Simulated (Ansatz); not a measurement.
# PbS: energy and stress against strain

This session takes PbS and sets out to strain the cell along the Voigt pattern (0, 0, 0, 1, 0, 0).

Method: DFT r2SCAN, scalar-relativistic, plane waves, PAW, in Ansatz 0.2.0.

### 1 The structure to begin with

It takes space group Fm-3m (No. 225, cubic). Conventional cell: a = 5.930 Å, b = 5.930 Å, c = 5.930 Å, α = 90.00°, β = 90.00°, γ = 90.00°. Pb (site symmetry m-3m) is surrounded by 6 S at 2.96 Å. Around S (site symmetry m-3m) lie 6 Pb at 2.96 Å.

As a file:

```
Pb S
1.0
     0.00000    2.96500    2.96500
     2.96500    0.00000    2.96500
     2.96500    2.96500    0.00000
Pb S
1 1
Direct
  0.00000 0.00000 0.00000
  0.50000 0.50000 0.50000
```

The cell is taken as given, not relaxed at this level.

### 2 Zero of energy

The reference gives a free energy of -12827.9976 eV, pressure 1.36 GPa, largest force 0.000 eV/Å and gap on the mesh 0.61 eV. It was computed beforehand with the settings of the runs below.

### 3 Setting up energy and stress against strain

The cell is strained by ε times the Voigt pattern (0, 0, 0, 1, 0, 0) (xx, yy, zz, yz, xz, xy; engineering shear), with fractional coordinates fixed (clamped ions). The stress on the pattern is the sum of the stress components weighted by it, tension positive.

### 4 At ε = -0.1500

Contents of input.yaml:

```yaml
crystal:
  lattice:
    - [0.0, 2.742625, 2.742625]
    - [2.965, -0.222375, 2.965]
    - [2.965, 2.965, -0.222375]
  atoms:
    - { symbol: Pb, position: [0.0, 0.0, 0.0] }
    - { symbol: S, position: [0.5, 0.5, 0.5] }
basis:
  ecutwfc: 500
kpoints:
  mp_grid: { grid: [8, 8, 8] }
hamiltonian:
  xc: r2scan
scf:
  occupations: { method: gaussian, width: 0.05 }
output:
  forces: true
  stress: true
  eigenvalues: true
```

Run with:

```sh
> ansatz run input.yaml --threads 1 --pin off --max-ram 2560MiB --backend cpu --events-out ev --progress --plain --runs-dir out
```

### 5 ε = 0.1125

input.yaml: that of step 4 with these lines changed.

```diff
@@ -2,5 +2,5 @@
   lattice:
-    - [0.0, 2.742625, 2.742625]
-    - [2.965, -0.222375, 2.965]
-    - [2.965, 2.965, -0.222375]
+    - [0.0, 3.13178125, 3.13178125]
+    - [2.965, 0.16678125, 2.965]
+    - [2.965, 2.965, 0.16678125]
   atoms:
```

### 6 ε = -0.0750

input.yaml: that of step 5 with these lines changed.

```diff
@@ -2,5 +2,5 @@
   lattice:
-    - [0.0, 3.13178125, 3.13178125]
-    - [2.965, 0.16678125, 2.965]
-    - [2.965, 2.965, 0.16678125]
+    - [0.0, 2.8538125, 2.8538125]
+    - [2.965, -0.1111875, 2.965]
+    - [2.965, 2.965, -0.1111875]
   atoms:
```

### 7 Point ε = 0.0375

input.yaml: that of step 6 with these lines changed.

```diff
@@ -2,5 +2,5 @@
   lattice:
-    - [0.0, 2.8538125, 2.8538125]
-    - [2.965, -0.1111875, 2.965]
-    - [2.965, 2.965, -0.1111875]
+    - [0.0, 3.02059375, 3.02059375]
+    - [2.965, 0.05559375, 2.965]
+    - [2.965, 2.965, 0.05559375]
   atoms:
@@ -20 +20,5 @@
   eigenvalues: true
+  write_density: true
+  write_potential: true
+  elf: true
+  volumetric_format: npy
```

### 8 Point ε = 0.1312

Contents of input.yaml:

```yaml
crystal:
  lattice:
    - [0.0, 3.159504, 3.159504]
    - [2.965, 0.194504, 2.965]
    - [2.965, 2.965, 0.194504]
  atoms:
    - { symbol: Pb, position: [0.0, 0.0, 0.0] }
    - { symbol: S, position: [0.5, 0.5, 0.5] }
basis:
  ecutwfc: 500
kpoints:
  mp_grid: { grid: [8, 8, 8] }
hamiltonian:
  xc: r2scan
scf:
  occupations: { method: gaussian, width: 0.05 }
output:
  forces: true
  stress: true
  eigenvalues: true
```

### 9 ε = 0.0937

input.yaml: that of step 8 with these lines changed.

```diff
@@ -2,5 +2,5 @@
   lattice:
-    - [0.0, 3.159504, 3.159504]
-    - [2.965, 0.194504, 2.965]
-    - [2.965, 2.965, 0.194504]
+    - [0.0, 3.10391025, 3.10391025]
+    - [2.965, 0.13891025, 2.965]
+    - [2.965, 2.965, 0.13891025]
   atoms:
```

### 10 At ε = 0.0562

input.yaml: that of step 9 with these lines changed.

```diff
@@ -2,5 +2,5 @@
   lattice:
-    - [0.0, 3.10391025, 3.10391025]
-    - [2.965, 0.13891025, 2.965]
-    - [2.965, 2.965, 0.13891025]
+    - [0.0, 3.0483165, 3.0483165]
+    - [2.965, 0.0833165, 2.965]
+    - [2.965, 2.965, 0.0833165]
   atoms:
```

### 11 Point ε = 0.0187

input.yaml: that of step 10 with these lines changed.

```diff
@@ -2,5 +2,5 @@
   lattice:
-    - [0.0, 3.0483165, 3.0483165]
-    - [2.965, 0.0833165, 2.965]
-    - [2.965, 2.965, 0.0833165]
+    - [0.0, 2.99272275, 2.99272275]
+    - [2.965, 0.02772275, 2.965]
+    - [2.965, 2.965, 0.02772275]
   atoms:
```

(Steps that only read results are left out.)

What does the calculation give? Wanted: slope of the stress at ε = 0, from the points at -0.0750, 0 and 0.0187.

The runs gave:

| quantity | value |
| --- | --- |
| slope of the stress at ε = 0, from the points at -0.0750, 0 and 0.0187 | 20 GPa |

From the stress slope, C44 is about 20 GPa with the ions clamped; letting the atoms relax could not make it stiffer. The step is wide, so higher orders mix in. The reference stands under 1.4 GPa, so this is no zero-stress constant. No sampled point lies below the undisturbed cell. The gap on the mesh, 0.61 eV at the start, reads zero at ε = -0.1500. Spin-orbit coupling is left out, which matters for the bands of Pb.
